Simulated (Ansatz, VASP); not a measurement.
## PbS (Galena): VASP beside Ansatz

```xyz
2
Lattice="-0.0839 2.9674 3.0348 2.8987 -0.0189 2.9698 2.8989 2.9026 -0.0191" Properties=species:S:1:pos:R:3 pbc="T T T"
Pb    2.8395    0.0369    2.9538
S     2.8773    2.9292    2.9468
```

Alike in both runs: task single point; functional PBE; dispersion D4; k mesh 4 × 4 × 4; no spin polarisation.

```csv
,VASP,Ansatz
version,VASP 6.6.1,Ansatz 0.2.0
potentials or method,"VASP PAW PBE potentials, release 64 (Pb_d, S)","plane waves, PAW"
plane-wave cutoff (eV),520,540
occupations,"gaussian, width 0.01 eV",fixed
valence electrons in the cell,20,20
```

VASP gave:

* pressure (GPa): 0.3
* largest component of the traceless stress (GPa): 2.17
* rms of the force components (eV/Å): 0.015
* dispersion energy (meV/atom): -378.9

**Question.** Estimate Ansatz's values.

**Answer.** Pressure (GPa): 0.4; largest component of the traceless stress (GPa): 2.17; rms of the force components (eV/Å): 0.016; dispersion energy (meV/atom): -379.0.

Atom by atom the forces differ by 0.001 eV/Å (rms over components). Ansatz warned: «stress_scf_threshold_loose».

Caveats: the k mesh is coarse (spacing up to 0.46 Å⁻¹), so the values aren't converged.
